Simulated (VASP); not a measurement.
Set up this calculation in VASP 6.6.1, as the native input.

| Property | Result |
| --- | --- |
| Task | single point |
| Functional | PBE |
| Dispersion | D3(BJ) |
| Potentials or basis | VASP PAW PBE potentials, release 64 (K_sv, F) |
| Cutoff | 520 eV |
| k mesh | 6 × 6 × 6 |
| Occupations | gaussian, width 0.1 eV |
| Spin | no spin polarisation |
| Dipole correction | no |
| Further INCAR settings | ALGO = Normal; EDIFF = 1e-07; NBANDS = 15 |

The structure of KF lies in POSCAR:

```
KF
1.0
    0.0000000000      2.6544134600      2.6544134600
    2.6544134600      0.0000000000      2.6544134600
    2.6544134600      2.6544134600      0.0000000000
K F
1 1
Direct
    0.0000000000      0.0000000000      0.0000000000
    0.5000000000      0.5000000000      0.5000000000
```

The cell is a database's computed one.

The input as run:

INCAR

```
SYSTEM = KF
PREC = Accurate
ENCUT = 520
EDIFF = 1E-7
ISMEAR = 0
SIGMA = 0.1
LREAL = .False.
LASPH = .True.
NELM = 100
ALGO = Normal
ISIF = 2
LWAVE = .False.
LCHARG = .False.
GGA = PE
IVDW = 12
NBANDS = 15
```

KPOINTS

```
regular mesh
0
Gamma
  6 6 6
  0 0 0
```

Potentials or basis: VASP PAW PBE potentials, release 64 (K_sv, F).

The run is started by

```sh
$ cat potpaw_PBE.64/K_sv/POTCAR potpaw_PBE.64/F/POTCAR > POTCAR
$ mpirun -np 1 vasp_std > vasp.out
```

It gave:

```yaml
Pressure: 0.8 GPa
Band_gap_on_the_k_mesh: 6.27 eV, direct
Dispersion_energy_per_atom: -0.161 eV
```

Run time: 7.8 s on 1 thread of Intel(R) Xeon(R) Platinum 8488C (Sapphire Rapids), on a shared host, peak memory 0.16 GiB.
